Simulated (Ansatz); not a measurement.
Wanted: the native input for an Ansatz 0.2.0 run.

```
Task                                : band structure
Functional                          : HSE06
Potentials or basis                 : Ansatz PAW
Cutoff                              : 420 eV (not typed: the program's choice for these potentials)
k mesh                              : 5 × 5 × 5
Occupations                         : fermi-dirac, width 0.05 eV
Spin                                : no spin polarisation
Path                                : [["G", "X", "W", "K", "G", "L", "U", "W", "L", "K"], ["U", "X"]]
Points for each segment of the path : 4
```

Crystal: SrO.

```
CELL_PARAMETERS angstrom
0.00000 2.56630 2.56630
2.56630 0.00000 2.56630
2.56630 2.56630 0.00000
ATOMIC_POSITIONS crystal
Sr 0.50000 0.50000 0.50000
O 0.00000 0.00000 0.00000
```

These files were run (other wordings do the same):

input.yaml

```yaml
crystal:
  lattice:
    - [0.0, 2.5663, 2.5663]
    - [2.5663, 0.0, 2.5663]
    - [2.5663, 2.5663, 0.0]
  atoms:
    - { symbol: Sr, position: [0.5, 0.5, 0.5] }
    - { symbol: O, position: [0.0, 0.0, 0.0] }
hamiltonian:
  xc: hse06
  pseudopotentials: { kind: paw }
kpoints:
  mp_grid: { grid: [5, 5, 5] }
  band_path:
    path:
      - [[0.0, 0.0, 0.0], [0.5, 0.0, 0.5], [0.5, 0.25, 0.75], [0.375, 0.375, 0.75], [0.0, 0.0, 0.0], [0.5, 0.5, 0.5], [0.625, 0.25, 0.625], [0.5, 0.25, 0.75], [0.5, 0.5, 0.5], [0.375, 0.375, 0.75]]
      - [[0.625, 0.25, 0.625], [0.5, 0.0, 0.5]]
    npoints: 4
scf:
  occupations: { method: fermi_dirac, width: 0.05 }
  n_extra_bands: 6
output:
  forces: true
  stress: true
  eigenvalues: true
  fatbands: false
```

Potentials or basis: Ansatz PAW.

The run is started by

```bash
$ ansatz run input.yaml --threads 2 --pin off --max-ram 5632MiB --backend cpu --events-out ev --progress --plain --runs-dir out
```

It gave:

| Item | Value |
| --- | --- |
| Pressure | 1.2 GPa |
| Band gap on the k mesh | 4.99 eV, indirect (least direct gap 5.09 eV) |
| Band gap along the path | 4.79 eV, indirect (least direct gap 4.88 eV) |

Caveat: the k mesh is coarse (spacing up to 0.42 Å⁻¹), so the values aren't converged, least of all with exact exchange; the k mesh misses the band edges, so the gap on the mesh is wider than the one along the path; the PAW data sets come from PBE, with cores solved anew for the run's functional, which leaves a small shift of forces and pressure; the thresholds are loose for stress.

Run time: 64 s on 2 threads of Arm Neoverse V1 (shared host), peak memory 0.58 GiB.
